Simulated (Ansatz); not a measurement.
From the elastic tensor of LiF at 3.5 GPa (stress–strain coefficients) to moduli and sound speeds

All numbers below come from DFT r2SCAN+D3(BJ), scalar-relativistic, plane waves, PAW in Ansatz 0.2.0. Settings: 500 eV plane-wave cutoff, Γ-centred 10×10×10 mesh, fixed occupations. No spin polarisation.

Symmetry: F-43m, No. 216, cubic system. Conventional cell: a = 4.189 Å, b = 4.189 Å, c = 4.189 Å, α = 90.00°, β = 90.00°, γ = 90.00°. Li (site symmetry -43m) is surrounded by 4 F at 1.81 Å. Around F (site symmetry -43m) lie 4 Li at 1.81 Å.

The cell is the ideal cubic zincblende prototype; this isn't the usual structure of the compound.

Relaxed-ion constants (GPa, on the Cartesian axes of the calculation):
C11 = 85.1, C12 = 70.5, C13 = 70.5, C22 = 85.1, C23 = 70.5, C33 = 85.1, C44 = 36.1, C55 = 36.1, C66 = 36.1 GPa; the others vanish.

Density 2.344 g/cm³; 2 atoms in 18.38 Å³.

The values that follow are for a polycrystal of randomly turned grains, by Hill's mean where one number stands. In a crystal this anisotropic the Voigt and Reuss bounds lie far apart, so Hill's mean and the sound speeds and Debye temperature from it are rough.

With S = C⁻¹: B_V = (C11+C22+C33+2(C12+C13+C23))/9, G_V = (C11+C22+C33−C12−C13−C23+3(C44+C55+C66))/15, 1/B_R = S11+S22+S33+2(S12+S13+S23), 15/G_R = 4(S11+S22+S33−S12−S13−S23)+3(S44+S55+S66); Hill is their mean. Then v_l = √((B+4G/3)/ρ), v_t = √(G/ρ), v_m = [(2/v_t³+1/v_l³)/3]^(−1/3) and Θ = (ħ/k_B)·v_m·(6π²n/V)^(1/3) for n atoms in the volume V; E = 9BG/(3B+G), ν = (3B−2G)/(2(3B+G)) and A^U = 5G_V/G_R + B_V/B_R − 6.

```
Bulk modulus, Voigt / Reuss / Hill          : 75.4 / 75.4 / 75.4 GPa
Shear modulus, Voigt / Reuss / Hill         : 24.6 / 14.0 / 19.3 GPa
Young's modulus                             : 53 GPa
Poisson ratio                               : 0.382
Pugh ratio B/G                              : 3.91
Universal anisotropy index                  : 3.80
Longitudinal and transverse sound speeds    : 6569 and 2869 m/s
Debye temperature from the mean sound speed : 461 K
```

Cost: 1 run of about 2 core-minutes, on Arm Neoverse N1 (shared hosts).